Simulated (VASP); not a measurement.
# ZnAu (Pm-3m) in VASP: further runs

One crystal, ZnAu, is run at these levels: PBE; tasks: single point, relaxation of cell and atoms.

All numbers are computed with VASP 6.6.1; they aren't measurements. Logs are shortened: lines on timing, memory, paths and dates and some standing lists are left out, and cuts for length are marked.

### Step 1. The structure

The structure is cubic, space group Pm-3m (No. 221). The conventional cell has a = 3.191 Å, b = 3.191 Å, c = 3.191 Å, α = 90.00°, β = 90.00°, γ = 90.00°. Around Zn (site symmetry m-3m) lie 8 Au at 2.76 Å. Au (site symmetry m-3m) has 8 Zn at 2.76 Å as nearest neighbours.

The cell comes from a database or a generator and needn't be the stable form of this composition.

### Step 2. Single point, PBE

File INCAR:

```
ALGO = Normal ; EDIFF = 1E-6
ENCUT = 520 ; GGA = PE
ISIF = 2 ; ISMEAR = 0
LASPH = True ; LCHARG = False
LREAL = False ; LWAVE = False
NBANDS = 18 ; NELM = 100
PREC = Accurate ; SIGMA = 0.1
```

File KPOINTS:

```
k-points
0
Gamma
  6 6 6
```

File POSCAR:

```
ZnAu
1.0
    3.1905343862      0.0000000000      0.0000000000
    0.0000000000      3.1905343862      0.0000000000
    0.0000000000      0.0000000000      3.1905343862
Zn Au
1 1
Direct
    0.5000000000      0.5000000000      0.5000000000
    0.0000000000      0.0000000000      0.0000000000
```

Potentials or basis: VASP PAW PBE potentials, release 64 (Zn, Au).

Launch:

```console
> cat potpaw_PBE.64/Zn/POTCAR potpaw_PBE.64/Au/POTCAR > POTCAR
> mpirun -np 1 vasp_std > vasp.out
```

OUTCAR:

```text
EDIFF = 1E-6
   ENCUT = 520
   GGA = PE
   ISIF = 2
   ISMEAR = 0
   LASPH = True
   LREAL = False
   NELM = 100
   PREC = Accurate

 ion  position               nearest neighbor table
   1  0.500  0.500  0.500-   2 2.76   2 2.76   2 2.76   2 2.76   2 2.76   2 2.76   2 2.76   2 2.76

   2  0.000  0.000  0.000-   1 2.76   1 2.76   1 2.76   1 2.76   1 2.76   1 2.76   1 2.76   1 2.76

  LATTYP: Found a simple cubic cell.
 ALAT       =     3.1905343862

  Lattice vectors:

 A1 = (   3.1905343862,   0.0000000000,   0.0000000000)
 A2 = (   0.0000000000,   3.1905343862,   0.0000000000)
 A3 = (   0.0000000000,   0.0000000000,   3.1905343862)

Analysis of symmetry for initial positions (statically):
=====================================================================
 Subroutine PRICEL returns:
 Original cell was already a primitive cell.

 Routine SETGRP: Setting up the symmetry group for a
 simple cubic supercell.

 Subroutine GETGRP returns: Found 48 space group operations
 (whereof 48 operations were pure point group operations)
 out of a pool of 48 trial point group operations.

The static configuration has the point symmetry O_h .

Analysis of symmetry for dynamics (positions and initial velocities):
=====================================================================
 Subroutine PRICEL returns:
 Original cell was already a primitive cell.

 Routine SETGRP: Setting up the symmetry group for a
 simple cubic supercell.

 Subroutine GETGRP returns: Found 48 space group operations
 (whereof 48 operations were pure point group operations)
 out of a pool of 48 trial point group operations.

The dynamic configuration has the point symmetry O_h .

 Subroutine INISYM returns: Found 48 space group operations
 (whereof 48 operations are pure point group operations),
 and found     1 'primitive' translations

----------------------------------------------------------------------------------------

                                     Primitive cell

  volume of cell :      32.4781

  direct lattice vectors                    reciprocal lattice vectors
     3.190534386  0.000000000  0.000000000     0.313427119  0.000000000  0.000000000
     0.000000000  3.190534386  0.000000000     0.000000000  0.313427119  0.000000000
     0.000000000  0.000000000  3.190534386     0.000000000  0.000000000  0.313427119

  length of vectors
     3.190534386  3.190534386  3.190534386     0.313427119  0.313427119  0.313427119

  position of ions in fractional coordinates (direct lattice)
     0.500000000  0.500000000  0.500000000
[... 74 lines left out ...]
   LREAL  =      F    real-space projection
   EDIFFG = 0.1E-04   stopping-criterion for IOM
   NSW    =      0    number of steps for IOM
   IBRION =     -1    ionic relax: 0-MD 1-quasi-New 2-CG
   NFREE  =      0    steps in history (QN), initial steepest desc. (CG)
   ISIF   =      2    stress and relaxation
   ISYM   =      2    0-nonsym 1-usesym 2-fastsym
   POTIM  = 0.5000    time-step for ionic-motion
   TEBEG  =    0.0;   TEEND  =   0.0 temperature during run
   PSTRESS=    0.0 pullay stress
   NELECT =      23.0000    total number of electrons
   NUPDOWN=      -1.0000    fix difference up-down
   EMIN   =  10.00;   EMAX   =-10.00  energy-range for DOS
   EFERMI =   0.00;   METHOD = LEGACY
   ISMEAR =     0;   SIGMA  =   0.10  broadening in eV -4-tet -1-fermi 0-gaus
   EFERMI_NEDOS =   21; number of points for ismear=-14 and -15
   IALGO  =     38    algorithm
   IMIX   =      4    mixing-type and parameters
     AMIX     =   0.40;   BMIX     =  1.00
     AMIX_MAG =   1.60;   BMIX_MAG =  1.00
  volume/ion in A,a.u.               =      16.24       109.59
  Fermi-wavevector in a.u.,A,eV,Ry     =   1.459220  2.757525 28.971186  2.129322
  Thomas-Fermi vector in A             =   2.575812
   LORBIT       =      0    0 simple, 1 ext, 2 COOP (PROOUT), +10 PAW based schemes
   GGA     = PE    functional components
   LHFCALC =     F    Hartree Fock is set to
   AEXX    =    0.0000 exact exchange contribution
   IVDW    =     0    specifies the selected vdW correction
   LEPSILON=     F    determine dielectric tensor
   LRPA    =     F    only Hartree local field effects (RPA)
 non-spin polarized calculation
 Gauss-broadening in eV      SIGMA  =   0.10
  energy-cutoff  :      520.00
  volume of cell :       32.48
 maximum number of plane-waves:       912
 NGX is ok and might be reduce to    24
   NGX = 11   NGY = 11   NGZ = 11

 number of electron      23.0000041 magnetization

 Free energy of the ion-electron system (eV)
  ---------------------------------------------------
  ext. energy  EPLUGINS =         0.00000000
  ---------------------------------------------------
  free energy    TOTEN  =        -4.70850096 eV

  energy without entropy =       -4.69912807  energy(sigma->0) =       -4.70381451

 E-fermi :   6.6841     XC(G=0): -12.1438

 val. band max:        6.1250555633   @ k =   0.3333   0.1667   0.0000
 cond. band min:       6.7039981699   @ k =   0.3333   0.1667   0.1667
 fundamental gap:      0.5789426066
 Fermi energy:         6.6841345817

 k-point     1 :       0.0000    0.0000    0.0000
  band No.  band energies     occupation
      1      -3.6409      2.00000
      2      -1.3322      2.00000
      3      -1.3322      2.00000
      4      -0.7302      2.00000
      5      -0.7302      2.00000
      6      -0.7302      2.00000
[... 397 lines left out ...]
      5      -0.4295      2.00000
      6       0.4283      2.00000
[... 10 lines left out ...]
     17      12.2897      0.00000
     18      12.2897      0.00000

------------------------ aborting loop because EDIFF is reached ----------------------------------------

  FORCE on cell =-STRESS in cart. coord.  units (eV):
  Direction    XX          YY          ZZ          XY          YZ          ZX
  --------------------------------------------------------------------------------------
  -------------------------------------------------------------------------------------
  Total       -0.0140385     -0.0140385     -0.0140385      0.0000000      0.0000000     -0.0000000
  in kB       -0.6925328     -0.6925328     -0.6925328      0.0000000      0.0000000     -0.0000000
  external PRESSURE =      -0.6925328 kB  Pullay stress =       0.0000000 kB

 VOLUME and BASIS-vectors are now :
 -----------------------------------------------------------------------------
  energy-cutoff  :      520.00
  volume of cell :       32.48
      direct lattice vectors                 reciprocal lattice vectors
     3.190534386  0.000000000  0.000000000     0.313427119  0.000000000  0.000000000
     0.000000000  3.190534386  0.000000000     0.000000000  0.313427119  0.000000000
     0.000000000  0.000000000  3.190534386     0.000000000  0.000000000  0.313427119

 POSITION                                       TOTAL-FORCE (eV/Angst)
 -----------------------------------------------------------------------------------
      1.59527      1.59527      1.59527         0.000000      0.000000      0.000000
      0.00000      0.00000      0.00000         0.000000      0.000000      0.000000
 -----------------------------------------------------------------------------------
    total drift:                                0.000000      0.000000     -0.000000

  FREE ENERGIE OF THE ION-ELECTRON SYSTEM (eV)
  ---------------------------------------------------
  free  energy   TOTEN  =        -4.7085009550 eV

  energy  without entropy=       -4.6991280733  energy(sigma->0) =       -4.70381451
```

Run time: 6 s. Hardware: 1 thread of Intel Xeon Platinum 8488C (Sapphire Rapids), shared host; peak memory 0.14 GiB.

What came out:

* Free energy: -4.7085 eV
* Pressure: -0.1 GPa
* Band gap on the k mesh: none (metal or under the smearing width)

Levels at points of the mesh, in eV from the Fermi level:
```csv
k point,band 8,band 9,band 10,band 11,band 12,band 13,band 14,band 15
"(0.00, 0.00, 0.00)",-5.37,-3.77,-3.77,-3.77,4.85,4.85,4.85,8.26
"(0.50, 0.00, 0.00)",-5.39,-4.85,-4.85,-3.91,-2.47,10.26,10.77,10.77
"(0.50, 0.50, 0.00)",-4.11,-4.11,-3.22,-1.89,-1.89,0.60,2.17,10.10
"(0.50, 0.50, 0.50)",-6.26,-3.17,-3.17,1.20,3.24,3.63,3.63,3.63
```

Spin-orbit coupling is left out, which matters for the levels of Au.

### Step 3. Relaxation of cell and atoms, PBE

This run uses another cell than the first one, of 15.63 Å³/atom, 0.962 times its volume.

File INCAR:

```
SYSTEM = ZnAu
PREC     = Accurate       ! precision mode
ENCUT    = 600            ! plane-wave cutoff, eV
EDIFF    = 1E-7           ! SCF threshold, eV
ISMEAR   = 0              ! smearing method
SIGMA    = 0.1            ! smearing width, eV
LREAL    = .FALSE.        ! projectors in reciprocal space
LASPH    = .TRUE.         ! aspherical terms in the spheres
NELM     = 100            ! most SCF steps
ALGO     = Normal         ! electronic algorithm
ISIF     = 3              ! what is computed and relaxed
LWAVE    = .FALSE.        ! write WAVECAR
LCHARG   = .FALSE.        ! write CHGCAR
GGA      = PE             ! functional
IBRION   = 2              ! ionic algorithm
NSW      = 60             ! ionic steps
EDIFFG   = -0.04          ! ionic threshold
```

File KPOINTS:

```
Automatic mesh
0
G
  6 6 6
  0 0 0
```

File POSCAR:

```
ZnAu
1.0
    3.1500530000      0.0000000000      0.0000000000
    0.0000000000      3.1500530000      0.0000000000
    0.0000000000      0.0000000000      3.1500530000
Zn Au
1 1
Direct
    0.5000000000      0.5000000000      0.5000000000
    0.0000000000      0.0000000000      0.0000000000
```

Potentials or basis: VASP PAW PBE potentials, release 64 (Zn, Au).

Launch:

```console
> cat potpaw_PBE.64/Zn/POTCAR potpaw_PBE.64/Au/POTCAR > POTCAR
> mpirun -np 1 vasp_std > vasp.out
```

Wall time 26 s (1 thread of Intel Xeon Platinum 8488C (Sapphire Rapids), shared host); peak memory 0.16 GiB.

It converged, with:

- Free energy: -4.7077 eV
- Relaxed volume: 16.24 Å³/atom
- Relaxed cell: a = 3.191 Å, b = 3.191 Å, c = 3.191 Å, α = 90.00°, β = 90.00°, γ = 90.00°
- Space group after relaxing (to 0.05 Å): Pm-3m (No. 221)
- Energy gained by relaxing: 8.7 meV/atom
- Ionic steps: 3
- Pressure after relaxing: 0.0 GPa
- Band gap on the k mesh: none (metal or under the smearing width)

Step by step:
| step | energy change (eV) | largest force (eV/Å) | pressure (GPa) | volume (Å³) |
| --- | --- | --- | --- | --- |
| 1 | 0.0000 | 0.0000 | 4.70 | 31.26 |
| 2 | -0.0090 | 0.0000 | -2.92 | 33.38 |
| 3 | -0.0175 | 0.0000 | -0.02 | 32.48 |

Final structure:
```yaml
crystal:
  lattice:
    - [3.19067, 0.00000, 0.00000]
    - [0.00000, 3.19067, 0.00000]
    - [0.00000, 0.00000, 3.19067]
  atoms:
    - { symbol: Zn, position: [0.50000, 0.50000, 0.50000] }
    - { symbol: Au, position: [0.00000, 0.00000, 0.00000] }
```

Levels at points of the mesh, in eV from the Fermi level:
| k point | band 8 | band 9 | band 10 | band 11 | band 12 | band 13 | band 14 | band 15 |
| --- | --- | --- | --- | --- | --- | --- | --- | --- |
| (0.00, 0.00, 0.00) | -5.37 | -3.77 | -3.77 | -3.77 | 4.85 | 4.85 | 4.85 | 8.25 |
| (0.50, 0.00, 0.00) | -5.39 | -4.85 | -4.85 | -3.91 | -2.47 | 10.26 | 10.76 | 10.76 |
| (0.50, 0.50, 0.00) | -4.11 | -4.11 | -3.22 | -1.89 | -1.89 | 0.60 | 2.17 | 10.10 |
| (0.50, 0.50, 0.50) | -6.25 | -3.17 | -3.17 | 1.20 | 3.24 | 3.63 | 3.63 | 3.63 |

### Step 4. Single point, PBE

This run uses another cell than the first one, of 15.63 Å³/atom, 0.962 times its volume.

File INCAR:

```
SYSTEM = ZnAu
ALGO = Normal
EDIFF = 1E-6
ENCUT = 520
GGA = PE
ISIF = 2
ISMEAR = 0
LASPH = .TRUE.
LCHARG = .FALSE.
LREAL = .FALSE.
LWAVE = .FALSE.
NBANDS = 18
NELM = 100
PREC = Accurate
SIGMA = 0.1
```

File KPOINTS:

```
k-points
0
G
  6 6 6
  0 0 0
```

POSCAR is that of step 3.

Launch:

```console
> cat potpaw_PBE.64/Zn/POTCAR potpaw_PBE.64/Au/POTCAR > POTCAR
> mpirun -np 1 vasp_std > vasp.out
```

Wall time 7.1 s (1 thread of Intel Xeon Platinum 8488C (Sapphire Rapids), shared host); peak memory 0.14 GiB.

It converged, with:

| Item | Value |
| --- | --- |
| Free energy | -4.6905 eV |
| Pressure | 4.7 GPa |
| Band gap on the k mesh | none (metal or under the smearing width) |

Levels at points of the mesh, in eV from the Fermi level:
```csv
k point,band 8,band 9,band 10,band 11,band 12,band 13,band 14,band 15
"(0.00, 0.00, 0.00)",-5.55,-3.87,-3.87,-3.87,4.88,4.88,4.88,8.70
"(0.50, 0.00, 0.00)",-5.55,-5.04,-5.04,-4.03,-2.51,10.31,11.01,11.01
"(0.50, 0.50, 0.00)",-4.21,-4.21,-3.29,-2.08,-2.08,0.71,2.36,10.28
"(0.50, 0.50, 0.50)",-6.54,-3.24,-3.24,1.29,3.45,3.64,3.64,3.64
```

### Step 5. Summary

```csv
task,cell,cutoff (eV),gap on the mesh (eV),pressure (GPa)
single point,"Pm-3m, 16.24 Å³/atom",520,none,-0.1
relaxation of cell and atoms,relaxed,600,none,0.0
single point,"Pm-3m, 15.63 Å³/atom",520,none,4.7
```

Alike in all rows: level PBE; potentials or basis VASP PAW PBE potentials, release 64 (Zn, Au); no spin polarisation; k mesh 6 × 6 × 6; smearing gaussian 0.1 eV.

Absolute energies hang on the potentials; compare differences alone.
